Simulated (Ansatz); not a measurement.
**CHF3 (trifluoromethane): PBE0/STO-3G**

Aim: the electronic atomisation energy of CHF3 (trifluoromethane) at PBE0/STO-3G, from 4 runs. 

The results are computed with Ansatz 0.2.0.

40 further runs of the same task are left out: 6 that didn't finish, 34 set aside as unsound or not needed.

## (1) The structure to begin with

The species is CHF3 (5 atoms), meant as a singlet with charge 0. SMILES: `FC(F)F`. Geometry: relaxed at PBE0-D4/def2-TZVP.

Bond lengths: F1–C2 1.331 Å, C2–F3 1.331 Å, C2–F4 1.331 Å, C2–H5 1.093 Å. Angles: F1–C2–F3 108.5°, F1–C2–F4 108.5°, F3–C2–F4 108.5°, F1–C2–H5 110.4°, F3–C2–H5 110.4°, F4–C2–H5 110.4°.

## (2) The energy at PBE0/STO-3G

The input, run.yaml:

```yaml
crystal:
  periodic: [false, false, false]
  atoms:
    - symbol: F
      position_ang: [-0.668650, -0.329700, 1.079190]
    - symbol: C
      position_ang: [0.019500, 0.056360, 0.006820]
    - symbol: F
      position_ang: [1.047350, -0.773770, -0.157470]
    - symbol: F
      position_ang: [-0.772570, -0.035090, -1.059420]
    - symbol: H
      position_ang: [0.374370, 1.082210, 0.130870]
basis:
  gaussian:
    orbitals: STO-3G
accuracy: high
hamiltonian:
  xc: pbe0
```

Started as:

```
$ ansatz run run.yaml --threads 1 --pin off --max-ram 3480MiB --events-out events.jsonl --progress --plain --runs-dir runs
```

What it wrote:

```text
Warning: RAYON_NUM_THREADS=1 ignored (pool sized by the plan → 1); use --threads N
Functional definition: PBE0
  name "PBE0"
  parameter a = 0.25
  parameter kappa = 0.804
  parameter beta = 0.06672455060314922
  exchange = (1 - a)*pbe_x(kappa = kappa, mu = beta*pi^2/3) + a*exact_x
  correlation = pbe_c(beta = beta)
392 factors; integrals over basis functions are off by at most 4.6e-8 eV
mean field evaluation 1: about -9062.1356 eV, gradient 2.8e1 eV
mean field evaluation 2: about -9062.6887 eV, gradient 2.6e1 eV
mean field evaluation 4: about -9064.4905 eV, gradient 2.3e-1 eV
mean field evaluation 8: about -9064.5138 eV, gradient 4.8e-4 eV
mean field evaluation 16: about -9064.5138 eV, gradient 1.6e-8 eV
mean field -9064.51384911 eV, -333.1147398066 hartree, gradient 1.6e-8 eV, S^2 0.000000; 0 other end points of the search recorded, 0 dependent functions left out
reference -9064.51384991 eV, -333.1147398362 hartree; 17, 17 occupied and 4, 4 virtual orbitals, 392 factors
Total energy: -9064.51384991 eV, -333.1147398362 hartree
```

Wall time 0.98 s (1 thread of Arm Neoverse V2, shared host); peak memory 0.096 GiB.

## (3) The C atom at the same level

The input, in.yaml:

```yaml
crystal:
  periodic: [false, false, false]
  atoms:
    - {symbol: C, position_ang: [0.000000, 0.000000, 0.000000]}
basis:
  gaussian:
    orbitals: STO-3G
total_charge: 0
magnetization:
  spin_polarized: true
  initial_magnetization: 2
hamiltonian:
  xc: pbe0
accuracy: high
```

Run the same way, it converges to -37.30347 Eh (log not shown).

## (4) The F atom at the same level

The input, molecule.yaml:

```yaml
crystal:
  periodic: [false, false, false]
  atoms:
    - {symbol: F, position_ang: [0.000000, 0.000000, 0.000000]}
basis:
  gaussian:
    orbitals: STO-3G
magnetization:
  spin_polarized: true
  initial_magnetization: 1
hamiltonian:
  xc: pbe0
accuracy: high
```

Started as:

```
$ ansatz run molecule.yaml --threads 1 --pin off --max-ram 3480MiB --events-out events.jsonl --progress --plain --runs-dir runs
```

What it wrote, shortened:

```text
Warning: RAYON_NUM_THREADS=1 ignored (pool sized by the plan → 1); use --threads N
[... 7 set-up lines as earlier in the session ...]
15 factors; integrals over basis functions are off by at most 1.2e-9 eV
mean field evaluation 1: about -2672.2343 eV, gradient 4.0e-13 eV
mean field evaluation 2: about -2672.2350 eV, gradient 4.3e-12 eV
mean field -2672.23498369 eV, -98.2028243448 hartree, gradient 0.0e0 eV, S^2 0.750000; 0 other end points of the search recorded, 0 dependent functions left out
reference -2672.23498392 eV, -98.2028243531 hartree; 5, 4 occupied and 0, 1 virtual orbitals, 15 factors
Total energy: -2672.23498392 eV, -98.2028243531 hartree
```

It took 0.12 s on 1 thread of Arm Neoverse V2, shared host.

## (5) The H atom

The input, job.yaml:

```yaml
crystal:
  periodic: [false, false, false]
  atoms:
    - {symbol: H, position_ang: [0.000000, 0.000000, 0.000000]}
basis:
  gaussian:
    orbitals: STO-3G
magnetization:
  spin_polarized: true
  initial_magnetization: 1
hamiltonian:
  xc: pbe0
accuracy: high
```

Run the same way, it converges to -0.46651 Eh (log not shown).

## (6) Outcome

At PBE0/STO-3G:

| quantity | value |
| --- | --- |
| molecule: total energy | -333.11474 Eh |
| C atom: total energy | -37.30347 Eh |
| C atom: ⟨S²⟩ | 2.000 |
| F atom: total energy | -98.20282 Eh |
| F atom: ⟨S²⟩ | 0.750 |
| H atom: total energy | -0.46651 Eh |
| H atom: ⟨S²⟩ | 0.750 |
| electronic atomisation energy | 20.035 eV |

What this shows: Taking the molecule apart into free atoms costs 20.04 eV (462 kcal/mol), before zero-point energy and without spin-orbit coupling. In a minimal basis such a difference can be off by several eV, whatever the method.
